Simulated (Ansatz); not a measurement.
# PbF2 (Pnma): compression over a wide range

One table from this session's results is given with a row withheld; the runs are named, their logs left out.

Program: Ansatz 0.2.0. Level of theory: DFT PBE, scalar-relativistic, plane waves, PAW. These are calculated values, not measurements.

### The system as given

Symmetry: Pnma, No. 62, orthorhombic system. Conventional cell: a = 6.578 Å, b = 3.950 Å, c = 7.830 Å, α = 90.00°, β = 90.00°, γ = 90.00°. Around Pb (site symmetry m) lie 7 F at 2.42 to 2.68 Å. F (site symmetry m) has 4 Pb at 2.49 to 2.68 Å as nearest neighbours. Around F (site symmetry m) lie 3 Pb at 2.42 to 2.63 Å.

As a file:

```
Pb F
1.0
     6.57787    0.00000    0.00000
     0.00000    3.95045    0.00000
     0.00000    0.00000    7.82978
Pb F
4 8
Direct
  0.74234 0.75000 0.09646
  0.25766 0.25000 0.90354
  0.75766 0.25000 0.59646
  0.24234 0.75000 0.40354
  0.14158 0.75000 0.07150
  0.85842 0.25000 0.92850
  0.35842 0.25000 0.57150
  0.64158 0.75000 0.42850
  0.51594 0.75000 0.85363
  0.48406 0.25000 0.14637
  0.98406 0.25000 0.35363
  0.01594 0.75000 0.64637
```

An earlier run at PBE left this cell at 16.955 Å³/atom and 0.03 GPa (4×6×4 mesh).

Set-up of the first run:

input.yaml reads:

```yaml
crystal:
  lattice:
    - [6.4889642985, 0.0, 0.0]
    - [0.0, 3.897062274, 0.0]
    - [0.0, 0.0, 7.7239608671]
  atoms:
    - { symbol: Pb, position: [0.7423393933, 0.75, 0.0964590177] }
    - { symbol: Pb, position: [0.2576606067, 0.25, 0.9035409823] }
    - { symbol: Pb, position: [0.7576606067, 0.25, 0.5964590177] }
    - { symbol: Pb, position: [0.2423393933, 0.75, 0.4035409823] }
    - { symbol: F, position: [0.1415830493, 0.75, 0.0714960959] }
    - { symbol: F, position: [0.8584169507, 0.25, 0.9285039041] }
    - { symbol: F, position: [0.3584169507, 0.25, 0.5714960959] }
    - { symbol: F, position: [0.6415830493, 0.75, 0.4285039041] }
    - { symbol: F, position: [0.5159388872, 0.75, 0.8536320534] }
    - { symbol: F, position: [0.4840611128, 0.25, 0.1463679466] }
    - { symbol: F, position: [0.9840611128, 0.25, 0.3536320534] }
    - { symbol: F, position: [0.0159388872, 0.75, 0.6463679466] }
basis:
  ecutwfc: 420
  ecutrho_ratio: 4
kpoints:
  mp_grid: { grid: [4, 6, 4] }
hamiltonian:
  xc: pbe
scf:
  occupations: { method: gaussian, width: 0.05 }
output:
  forces: true
  stress: true
  eigenvalues: true
relax:
  f_tol: 0.01
  max_steps: 40
  cell: { stress_tol: 0.1, fix: [volume] }
```

Started as:

```
> ansatz run input.yaml --threads 4 --pin off --max-ram 10240MiB --backend cpu --events-out ev --progress --plain --runs-dir out
```

Steps of the session up to this table: Volume × 0.96; Volume × 1.04; Volume × 0.92; Volume × 0.88; Volume × 0.84; Volume × 0.8.

One table of the session follows, with a row left open; its other results are not shown here.

It belongs to the step «The curve». 

| volume (Å³/atom) | energy above the lowest (meV/atom) | pressure (GPa) | gap on the mesh (eV) |
| --- | --- | --- | --- |
| 13.564 | 147.8 | 17.4 | 4.02 |
| 14.242 | 84.7 | 12.4 | 4.02 |
| 14.920 | 42.2 | 7.9 | 4.12 |
| 15.599 | ? | ? | ? |
| 16.277 | 3.8 | 1.9 | 4.35 |
| 16.955 | 0.0 | 0.0 | 4.43 |
| 17.633 | 2.8 | -1.3 | 4.41 |

Estimate the missing values for volume (Å³/atom) = 15.599.

Worked estimate for «energy above the lowest (meV/atom)». A straight line through the neighbours (14.920, 42.2) and (16.277, 3.8) gives 42.2 + (3.8 − 42.2) × (15.599 − 14.920) / (16.277 − 14.920) = 23.0; a parabola fitted to 4 rows on both sides gives 16.5.

As computed: energy above the lowest (meV/atom): 16.7; pressure (GPa): 4.4; gap on the mesh (eV): 4.25. In «energy above the lowest (meV/atom)» the line misses by +6.3 and the parabola by -0.2.

To keep in mind: Other structures may be lower in enthalpy at these pressures.
